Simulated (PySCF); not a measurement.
# Continuum solvent and chemical shifts

Atoms are numbered as in `[O:1]=[C:2]([O-:3])[C:4](=[O:5])[OH:6]`. Each H is labelled by its parent atom.

GIAO PBE0/pcSseg-1 in PySCF on one PBE0-D3(BJ)/def2-SVP conformer, non-relativistic, equivalent nuclei averaged. Solvents enter as an IEF-PCM continuum (tetrahydrofuran with ε = 7.4, acetone with ε = 20.5) around the gas-phase geometry. Shifts are referred to TMS computed in the same medium.

Gas phase, δ in ppm: C4 172.7, C2 157.2, H(O6) 4.07. Dipole moment 5.22 D.

(1) How does each δ change in the continuum?

(2) Which of the listed nuclei move most (in ppm), and what does the model miss? (N and O are left out, as their reference compounds move with the solvent too.)

Answers

(1) 
```tsv
atoms	environment	Δδ, tetrahydrofuran	Δδ, acetone
C4	carboxylic acid carbon	+2.6	+2.9
C2	carboxylate carbon	+3.3	+3.8
H(O6)	hydrogen on an acid hydroxyl oxygen	+1.87	+2.15
```

Changes are relative to the gas phase. The dipole moment becomes 6.20 D in tetrahydrofuran, 6.34 D in acetone.

(2) C2 (carboxylate carbon, +3.8 ppm) in acetone. A continuum only polarises the solute; specific hydrogen bonds, the anisotropy of aromatic solvents and changes of geometry or conformer are outside it, as are counter-ions.
